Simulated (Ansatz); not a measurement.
# How far is PAW off for TaS2?

```
Ta S
1.0
     3.28162    0.00000    0.00000
    -1.64081    2.84196    0.00000
     0.00000    0.00000    5.74037
Ta S
1 2
Direct
  0.00000 0.00000 0.00000
  0.33333 0.66667 0.25000
  0.66667 0.33333 0.75000
```

Atoms are numbered in the order listed.

The geometry is COD entry 1537360, unchecked; take it as a test cell. It differs from other determinations. The listed cell was then made from it by scaling, straining or moving an atom.

Spin polarisation is left out, and whether a magnetic state lies lower isn't shown here.

No spin–orbit coupling, which matters for the heavy atoms here.

Levels of theory: DFT, PBE, PAW with Ansatz's default frozen-core files, scalar-relativistic (Ansatz 0.2.0); DFT, PBE, all-electron PAW with datasets made for the crystal, scalar-relativistic (Ansatz 0.2.0); DFT, PBE, all-electron LAPW, scalar-relativistic (Ansatz 0.2.0).

For PAW: a Γ-centred 9×9×5 k mesh, Fermi–Dirac smearing of 0.03 eV, cutoff 420 eV, no spin polarisation. The crystal-made all-electron datasets (AE datasets) take a cutoff of 420 eV at this cell. LAPW targets a basis error of 1 meV/atom. The Ansatz runs share mesh, smearing and spin set-up. Plane-wave (PAW) pressures include the program's estimate of the Pulay term.

Stress and pressure are positive in compression.

The change that made this cell: volume scaled by 0.94.

```json
{"quantity": "pressure (GPa)", "PAW": "20.24", "AE datasets": "20.13", "LAPW": "20.14"}
{"quantity": "stress xx (GPa)", "PAW": "18.57", "AE datasets": "18.47", "LAPW": "18.48"}
{"quantity": "stress zz (GPa)", "PAW": "23.58", "AE datasets": "23.46", "LAPW": "23.47"}
{"quantity": "force on S2, z (eV/Å)", "PAW": "2.406", "AE datasets": "2.392", "LAPW": "2.391"}
```

PAW's pressure differs from the LAPW value by +0.10 GPa.
